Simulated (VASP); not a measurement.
# Mg (P6_3/mmc) in VASP: a series of runs

The runs below take Mg through single point, relaxation of cell and atoms, with PBEsol.

Everything below comes from runs of VASP 6.6.1. Logs are shortened: lines on timing, memory, paths and dates and some standing lists are left out, and cuts for length are marked.

## Step 1: The structure

It takes space group P6_3/mmc (No. 194, hexagonal). Conventional cell: a = 3.189 Å, b = 3.189 Å, c = 5.107 Å, α = 90.00°, β = 90.00°, γ = 120.00°. Around Mg (site symmetry -6m2) lie 12 Mg at 3.15 to 3.19 Å.

The cell was built by a generator and needn't be a form met in nature.

## Step 2: Single point, PBEsol

File INCAR:

```
PREC = Accurate
ENCUT = 520
EDIFF = 1E-6
ISMEAR = 0
SIGMA = 0.1
LREAL = False
LASPH = True
NELM = 100
ALGO = Fast
ISIF = 2
LWAVE = False
LCHARG = False
GGA = PS
NBANDS = 9
```

File KPOINTS:

```
regular mesh
0
Gamma
  15 15 8
```

File POSCAR:

```
Mg
1.0
    3.1889383382      0.0000000000      0.0000000000
   -1.5944691691      2.7617016120      0.0000000000
    0.0000000000      0.0000000000      5.1074540851
Mg
2
Direct
    0.3333333333      0.6666666667      0.2500000000
    0.6666666667      0.3333333333      0.7500000000
```

Potentials or basis: VASP PAW PBE potentials, release 64 (Mg).

Command:

```sh
> cat potpaw_PBE.64/Mg/POTCAR > POTCAR
> mpirun -np 1 vasp_std > vasp.out
```

OUTCAR:

```text
PREC = Accurate
   ENCUT = 520
   EDIFF = 1E-6
   ISMEAR = 0
   LREAL = False
   LASPH = True
   NELM = 100
   ISIF = 2
   GGA = PS

 ion  position               nearest neighbor table
   1  0.333  0.667  0.250-   2 3.15   2 3.15   2 3.15   2 3.15   2 3.15   2 3.15
   2  0.667  0.333  0.750-   1 3.15   1 3.15   1 3.15   1 3.15   1 3.15   1 3.15

  LATTYP: Found a hexagonal cell.
 ALAT       =     3.1889383382
 C/A-ratio  =     1.6016158180

  Lattice vectors:

 A1 = (   3.1889383382,   0.0000000000,   0.0000000000)
 A2 = (  -1.5944691691,   2.7617016120,   0.0000000000)
 A3 = (   0.0000000000,   0.0000000000,   5.1074540851)

Analysis of symmetry for initial positions (statically):
=====================================================================
 Subroutine PRICEL returns:
 Original cell was already a primitive cell.

 Routine SETGRP: Setting up the symmetry group for a
 hexagonal supercell.

 Subroutine GETGRP returns: Found 24 space group operations
 (whereof 12 operations were pure point group operations)
 out of a pool of 24 trial point group operations.

The static configuration has the point symmetry D_3d.
 The point group associated with its full space group is D_6h.

Analysis of symmetry for dynamics (positions and initial velocities):
=====================================================================
 Subroutine PRICEL returns:
 Original cell was already a primitive cell.

 Routine SETGRP: Setting up the symmetry group for a
 hexagonal supercell.

 Subroutine GETGRP returns: Found 24 space group operations
 (whereof 12 operations were pure point group operations)
 out of a pool of 24 trial point group operations.

The dynamic configuration has the point symmetry D_3d.
 The point group associated with its full space group is D_6h.

 Subroutine INISYM returns: Found 24 space group operations
 (whereof 12 operations are pure point group operations),
 and found     1 'primitive' translations

----------------------------------------------------------------------------------------

                                     Primitive cell

  volume of cell :      44.9808

  direct lattice vectors                    reciprocal lattice vectors
     3.188938338  0.000000000  0.000000000     0.313583988  0.181047800  0.000000000
    -1.594469169  2.761701612  0.000000000     0.000000000  0.362095599  0.000000000
     0.000000000  0.000000000  5.107454085     0.000000000  0.000000000  0.195792264

  length of vectors
     3.188938338  3.188938338  5.107454085     0.362095599  0.362095599  0.195792264

  position of ions in fractional coordinates (direct lattice)
     0.333333333  0.666666667  0.250000000
     0.666666667  0.333333333  0.750000000

  ion indices of the primitive-cell ions
   primitive index   ion index
                 1           1
                 2           2

----------------------------------------------------------------------------------------

 KPOINTS: regular mesh

Automatic generation of k-mesh.
 Grid dimensions read from file:
 generate k-points for:   15   15    8

 Generating k-lattice:

  Cartesian coordinates                     Fractional coordinates (reciprocal lattice)
     0.020905599  0.012069853  0.000000000     0.066666667  0.000000000  0.000000000
     0.000000000  0.024139707  0.000000000     0.000000000  0.066666667  0.000000000
     0.000000000  0.000000000  0.024474033     0.000000000  0.000000000  0.125000000

  Length of vectors
     0.024139707  0.024139707  0.024474033

  Shift w.r.t. Gamma in fractional coordinates (k-lattice)
     0.000000000  0.000000000  0.000000000

 Subroutine IBZKPT returns following result:
 ===========================================

 Found    135 irreducible k-points:

 Following reciprocal coordinates:
            Coordinates               Weight
  0.000000  0.000000  0.000000      1.000000
  0.066667  0.000000  0.000000      6.000000
  0.133333  0.000000  0.000000      6.000000
  0.200000 -0.000000  0.000000      6.000000
  0.266667  0.000000  0.000000      6.000000
  0.333333  0.000000  0.000000      6.000000
[... 16 lines left out ...]
  0.333333  0.200000  0.000000     12.000000
  0.400000  0.200000  0.000000      6.000000
 [... further k-points ...]
   k-points           NKPTS =    135   k-points in BZ     NKDIM =    135   number of bands    NBANDS=      9
   number of dos      NEDOS =    301   number of ions     NIONS =      2
   total plane-waves  NPLWV =  23040
   dimension x,y,z NGX =    24 NGY =   24 NGZ =   40
   dimension x,y,z NGXF=    48 NGYF=   48 NGZF=   80
   ions per type =               2
   NGX,Y,Z   is equivalent  to a cutoff of  12.51, 12.51, 13.02 a.u.
   NGXF,Y,Z  is equivalent  to a cutoff of  25.02, 25.02, 26.04 a.u.
 SYSTEM =  unknown system
   PREC   = accura    normal or accurate (medium, high low for compatibility)
   ISTART =      0    job   : 0-new  1-cont  2-samecut
   ICHARG =      2    charge: 1-file 2-atom 10-const
   ISPIN  =      1    spin polarized calculation?
   LNONCOLLINEAR =      F non collinear calculations
   LSORBIT =      F    spin-orbit coupling
   LASPH  =      T    aspherical Exc in radial PAW
   ENCUT  =  520.0 eV  38.22 Ry    6.18 a.u.   5.93  5.93  9.50*2*pi/ulx,y,z
   NELM   =    100;   NELMIN=  2; NELMDL= -5     # of ELM steps
   EDIFF  = 0.1E-05   stopping-criterion for ELM
   LREAL  =      F    real-space projection
   EDIFFG = 0.1E-04   stopping-criterion for IOM
   NSW    =      0    number of steps for IOM
   IBRION =     -1    ionic relax: 0-MD 1-quasi-New 2-CG
   NFREE  =      0    steps in history (QN), initial steepest desc. (CG)
   ISIF   =      2    stress and relaxation
   ISYM   =      2    0-nonsym 1-usesym 2-fastsym
   POTIM  = 0.5000    time-step for ionic-motion
   TEBEG  =    0.0;   TEEND  =   0.0 temperature during run
   PSTRESS=    0.0 pullay stress
   NELECT =       4.0000    total number of electrons
   NUPDOWN=      -1.0000    fix difference up-down
   EMIN   =  10.00;   EMAX   =-10.00  energy-range for DOS
   EFERMI =   0.00;   METHOD = LEGACY
   ISMEAR =     0;   SIGMA  =   0.10  broadening in eV -4-tet -1-fermi 0-gaus
   EFERMI_NEDOS =   21; number of points for ismear=-14 and -15
   IALGO  =     68    algorithm
   IMIX   =      4    mixing-type and parameters
     AMIX     =   0.40;   BMIX     =  1.00
     AMIX_MAG =   1.60;   BMIX_MAG =  1.00
  volume/ion in A,a.u.               =      22.49       151.77
  Fermi-wavevector in a.u.,A,eV,Ry     =   0.730722  1.380865  7.264901  0.533955
  Thomas-Fermi vector in A             =   1.822762
   LORBIT       =      0    0 simple, 1 ext, 2 COOP (PROOUT), +10 PAW based schemes
   GGA     = PS    functional components
   LHFCALC =     F    Hartree Fock is set to
   AEXX    =    0.0000 exact exchange contribution
   IVDW    =     0    specifies the selected vdW correction
   LEPSILON=     F    determine dielectric tensor
   LRPA    =     F    only Hartree local field effects (RPA)
 non-spin polarized calculation
 RMM-DIIS sequential band-by-band and
 Gauss-broadening in eV      SIGMA  =   0.10
  energy-cutoff  :      520.00
  volume of cell :       44.98
 maximum number of plane-waves:      1234
 NGX is ok and might be reduce to    24
   NGX = 11   NGY = 11   NGZ = 19

 number of electron       4.0000000 magnetization

 Free energy of the ion-electron system (eV)
  ---------------------------------------------------
  ext. energy  EPLUGINS =         0.00000000
  ---------------------------------------------------
  free energy    TOTEN  =        -3.44981140 eV

  energy without entropy =       -3.44502989  energy(sigma->0) =       -3.44742065

 E-fermi :   2.6966     XC(G=0):  -8.5981

 val. band max:        2.6746764639   @ k =   0.3333   0.1333   0.1250
 cond. band min:       2.7080634699   @ k =   0.2667   0.2667   0.2500
 fundamental gap:      0.0333870060
 Fermi energy:         2.6965814290

 k-point     1 :       0.0000    0.0000    0.0000
  band No.  band energies     occupation
      1      -4.3187      2.00000
      2       1.0523      2.00000
      3       1.5896      2.00000
      4      13.5993      0.00000
      5      13.5993      0.00000
      6      13.7260      0.00000
      7      13.7260      0.00000
      8      14.6955      0.00000
      9      16.1796      0.00000

 k-point     2 :       0.0667    0.0000    0.0000
  band No.  band energies     occupation
      1      -4.2308      2.00000
      2       1.1323      2.00000
      3       1.6747      2.00000
      4      11.8473      0.00000
      5      12.6358      0.00000
      6      13.4641      0.00000
      7      14.8143      0.00000
      8      15.5340      0.00000
      9      16.5711      0.00000

 k-point     3 :       0.1333    0.0000    0.0000
  band No.  band energies     occupation
      1      -3.9676      2.00000
      2       1.3723      2.00000
      3       1.9279      2.00000
      4       9.7995      0.00000
      5      11.7553      0.00000
      6      12.5189      0.00000
      7      14.6012      0.00000
      8      15.3359      0.00000
      9      15.9396      0.00000

 k-point     4 :       0.2000   -0.0000    0.0000
  band No.  band energies     occupation
      1      -3.5305      2.00000
      2       1.7727      2.00000
      3       2.3409      2.00000
      4       7.8412      0.00000
      5      11.0216      0.00000
      6      11.5161      0.00000
      7      12.6472      0.00000
      8      14.0179      0.00000
      9      15.6285      0.00000
[... 205 lines left out ...]
 k-point    22 :       0.2667    0.2000    0.0000
  band No.  band energies     occupation
      1      -1.1208      2.00000
      2       3.5958      0.00000
      3       4.0189      0.00000
      4       4.5638      0.00000
      5       5.7617      0.00000
      6       8.8324      0.00000
      7       9.9216      0.00000
      8      10.1911      0.00000
      9      11.4094      0.00000

 k-point    23 :       0.3333    0.2000    0.0000
  band No.  band energies     occupation
      1      -0.1084      2.00000
      2       2.3444      2.00000
      3       4.5788      0.00000
      4       4.9786      0.00000
      5       6.1474      0.00000
      6       7.4181      0.00000
      7       8.7096      0.00000
      8       9.9111      0.00000
      9      11.1249      0.00000

 k-point    24 :       0.4000    0.2000    0.0000
  band No.  band energies     occupation
      1       1.0389      2.00000
      2       1.0695      2.00000
      3       4.5753      0.00000
      4       5.9365      0.00000
      5       6.3035      0.00000
      6       6.6143      0.00000
      7       8.0155      0.00000
      8       9.8227      0.00000
      9      11.0364      0.00000

 [... further k-points ...]

------------------------ aborting loop because EDIFF is reached ----------------------------------------

  FORCE on cell =-STRESS in cart. coord.  units (eV):
  Direction    XX          YY          ZZ          XY          YZ          ZX
  --------------------------------------------------------------------------------------
  -------------------------------------------------------------------------------------
  Total       -0.0079677     -0.0079677     -0.0077115      0.0000000      0.0000000      0.0000000
  in kB       -0.2838023     -0.2838023     -0.2746754      0.0000000      0.0000000      0.0000000
  external PRESSURE =      -0.2807600 kB  Pullay stress =       0.0000000 kB

 VOLUME and BASIS-vectors are now :
 -----------------------------------------------------------------------------
  energy-cutoff  :      520.00
  volume of cell :       44.98
      direct lattice vectors                 reciprocal lattice vectors
     3.188938338  0.000000000  0.000000000     0.313583988  0.181047800  0.000000000
    -1.594469169  2.761701612  0.000000000     0.000000000  0.362095599  0.000000000
     0.000000000  0.000000000  5.107454085     0.000000000  0.000000000  0.195792264

 POSITION                                       TOTAL-FORCE (eV/Angst)
 -----------------------------------------------------------------------------------
     -0.00000      1.84113      1.27686        -0.000000      0.000000      0.000000
      1.59447      0.92057      3.83059         0.000000     -0.000000      0.000000
 -----------------------------------------------------------------------------------
    total drift:                                0.000000     -0.000000      0.000000

  FREE ENERGIE OF THE ION-ELECTRON SYSTEM (eV)
  ---------------------------------------------------
  free  energy   TOTEN  =        -3.4498114047 eV

  energy  without entropy=       -3.4450298875  energy(sigma->0) =       -3.44742065
```

It took 14 s on 1 thread of Intel Xeon 6975P-C (Granite Rapids), shared host; peak memory 0.19 GiB.

Results:

```
Free energy            : -3.4498 eV
Pressure               : 0.0 GPa
Band gap on the k mesh : none (metal or under the smearing width)
```

Caveat: the PAW data sets were made with another functional, which shifts forces and pressure a little.

## Step 3: Relaxation of cell and atoms, PBEsol

This run uses another cell than the first one, of 22.59 Å³/atom, 1.005 times its volume.

File INCAR:

```
SYSTEM = Mg
ALGO = Normal
EDIFF = 1E-6
EDIFFG = -0.002
ENCUT = 600
GGA = PS
IBRION = 2
ISIF = 3
ISMEAR = 0
LASPH = .TRUE.
LCHARG = .FALSE.
LREAL = .FALSE.
LWAVE = .FALSE.
NELM = 100
NSW = 100
PREC = Accurate
SIGMA = 0.1
```

File KPOINTS:

```
k-points
0
G
  15 15 8
  0 0 0
```

File POSCAR:

```
Mg
1.0
    3.1800000000      0.0000000000      0.0000000000
   -1.5900000000      2.7539608000      0.0000000000
    0.0000000000      0.0000000000      5.1600000000
Mg
2
Direct
    0.3333333000      0.6666667000      0.2500000000
    0.6666667000      0.3333333000      0.7500000000
```

Potentials or basis: VASP PAW PBE potentials, release 64 (Mg).

Command:

```sh
> cat potpaw_PBE.64/Mg/POTCAR > POTCAR
> mpirun -np 1 vasp_std > vasp.out
```

Wall time 46 s (1 thread of Intel Xeon 6975P-C (Granite Rapids), shared host); peak memory 0.21 GiB.

It converged, with:

```yaml
Free_energy: -3.4500 eV
Relaxed_volume: 22.47 Å³/atom
Relaxed_cell: a = 3.188 Å, b = 3.188 Å, c = 5.106 Å, α = 90.00°, β = 90.00°, γ = 120.00°
Space_group_after_relaxing_to_0.05_Å: P6_3/mmc (No. 194)
Energy_gained_by_relaxing: 0.5 meV/atom
Ionic_steps: 6
Pressure_after_relaxing: 0.0 GPa
Band_gap_on_the_k_mesh: none (metal or under the smearing width)
```

The path:
```
step  energy change (eV)  largest force (eV/Å)  pressure (GPa)  volume (Å³)
   1              0.0000                0.0000           -0.21        45.19
   2             -0.0007                0.0000           -0.05        45.00
   3             -0.0010                0.0000            0.11        44.82
   4             -0.0010                0.0000            0.12        44.80
   5             -0.0011                0.0000            0.03        44.91
   6             -0.0011                0.0000            0.00        44.95
```

Final structure:
```
Mg
1.0
     3.18803    0.00000    0.00000
    -1.59402    2.76092    0.00000
     0.00000    0.00000    5.10634
Mg
2
Direct
  0.33333 0.66667 0.25000
  0.66667 0.33333 0.75000
```

Levels at points of the mesh, in eV from the Fermi level:
| k point | band 1 | band 2 | band 3 | band 4 | band 5 | band 6 |
| --- | --- | --- | --- | --- | --- | --- |
| (0.00, 0.00, 0.00) | -7.02 | -1.65 | -1.11 | 10.91 | 10.91 | 11.04 |
| (0.00, 0.00, 0.50) | -5.58 | -5.58 | 5.31 | 5.31 | 11.67 | 11.67 |

Caveat: the PAW data sets were made with another functional, which shifts forces and pressure a little.

## Step 4: Single point, PBEsol

This run uses another cell than the first one, of 22.59 Å³/atom, 1.005 times its volume.

File INCAR:

```
ALGO = Fast
EDIFF = 1E-6
ENCUT = 520
GGA = PS
ISIF = 2
ISMEAR = 0
LASPH = True
LCHARG = False
LREAL = False
LWAVE = False
NBANDS = 9
NELM = 100
PREC = Accurate
SIGMA = 0.1
```

File KPOINTS:

```
k-points
0
Gamma
  6 6 4
```

POSCAR is that of step 3.

Command:

```sh
> cat potpaw_PBE.64/Mg/POTCAR > POTCAR
> mpirun -np 1 vasp_std > vasp.out
```

Wall time 4.3 s (1 thread of Intel Xeon 6975P-C (Granite Rapids), shared host); peak memory 0.15 GiB.

It converged, with:

| Quantity | Value |
| --- | --- |
| Free energy | -3.3848 eV |
| Pressure | -0.1 GPa |
| Band gap on the k mesh | none (metal or under the smearing width) |

Stress tensor (GPa, compression positive):
```
-0.22  0.00  0.00
 0.00 -0.22  0.00
 0.00  0.00  0.06
```

Levels at points of the mesh, in eV from the Fermi level:
| k point | band 1 | band 2 | band 3 | band 4 | band 5 | band 6 | band 7 |
| --- | --- | --- | --- | --- | --- | --- | --- |
| (0.00, 0.00, 0.00) | -6.85 | -1.56 | -1.08 | 11.16 | 11.16 | 11.31 | 11.31 |
| (0.50, 0.00, 0.00) | -2.02 | -1.99 | 2.83 | 3.17 | 3.48 | 3.89 | 7.10 |
| (0.00, 0.00, 0.50) | -5.44 | -5.44 | 5.24 | 5.24 | 11.91 | 11.91 | 11.91 |
| (0.50, 0.00, 0.50) | -0.97 | -0.97 | -0.29 | -0.29 | 8.23 | 8.23 | 8.28 |

Caveat: the k mesh is coarse (spacing up to 0.38 Å⁻¹), so the values aren't converged; the PAW data sets were made with another functional, which shifts forces and pressure a little.

## Step 5: Summary

```csv
task,cell,k mesh,cutoff (eV),mesh quality,gap on the mesh (eV),pressure (GPa)
single point,"P6_3/mmc, 22.49 Å³/atom",15 × 15 × 8,520,not flagged,none,0.0
relaxation of cell and atoms,relaxed,15 × 15 × 8,600,not flagged,none,0.0
single point,"P6_3/mmc, 22.59 Å³/atom",6 × 6 × 4,520,coarse,none,-0.1
```

Alike in all rows: level PBEsol; potentials or basis VASP PAW PBE potentials, release 64 (Mg); no spin polarisation; smearing gaussian 0.1 eV.

Caveats: some runs use coarse meshes; the PAW data sets were made with another functional, which shifts forces and pressure a little.

Total energies depend on the potentials used, so only differences within one code and one set of settings carry meaning.
